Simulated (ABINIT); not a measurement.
The system is CdSe (Cadmoselite).

```
Cd Se
1.0
     4.30000    0.00000    0.00000
    -2.15000    3.72391    0.00000
     0.00000    0.00000    7.02000
Cd Se
2 2
Direct
  0.66667 0.33333 0.50000
  0.33333 0.66667 0.00000
  0.66667 0.33333 0.88500
  0.33333 0.66667 0.38500
```

| Property | Result |
| --- | --- |
| Program | ABINIT 10.8.3 (patched build) |
| Task | relaxation of cell and atoms |
| Functional | PBE |
| Potentials or basis | JTH PAW PBE v2.0 |
| Cutoff | 599 eV |
| k mesh | 6 × 6 × 3 |
| Occupations | fermi-dirac, width 0.05 eV |
| Spin | no spin polarisation |

At the start: pressure 3.1 GPa; volume 28.10 Å³/atom.

Task: How do energy, volume and symmetry change on relaxing?

Result: Over 13 steps the energy falls by 19.8 meV/atom and the volume is 29.78 Å³/atom (+6.0 %); space group P6_3mc (No. 186, to 0.05 Å).

Step by step:
```
step  energy change (eV)  largest force (eV/Å)  pressure (GPa)  volume (Å³)
   1              0.0000                0.2849            3.09       112.41
   2             -0.0235                0.2411            2.52       113.47
   3             -0.0767                0.0585            0.23       118.55
   4             -0.0776                0.0382            0.00       119.15
   5             -0.0777                0.0327           -0.04       119.26
   6             -0.0781                0.0180           -0.12       119.47
   7             -0.0786                0.0003           -0.16       119.57
   8             -0.0791                0.0151           -0.11       119.46
   9             -0.0793                0.0142           -0.02       119.21
  10             -0.0793                0.0081            0.02       119.09
  11             -0.0793                0.0048            0.03       119.08
  12             -0.0793                0.0012            0.02       119.09
  13             -0.0793                0.0007            0.01       119.13
```

Final structure:
```
CELL_PARAMETERS angstrom
4.38469 0.00000 0.00000
-2.19235 3.79726 0.00000
0.00000 0.00000 7.15505
ATOMIC_POSITIONS crystal
Cd 0.66667 0.33333 0.50460
Cd 0.33333 0.66667 0.00460
Se 0.66667 0.33333 0.88040
Se 0.33333 0.66667 0.38040
```
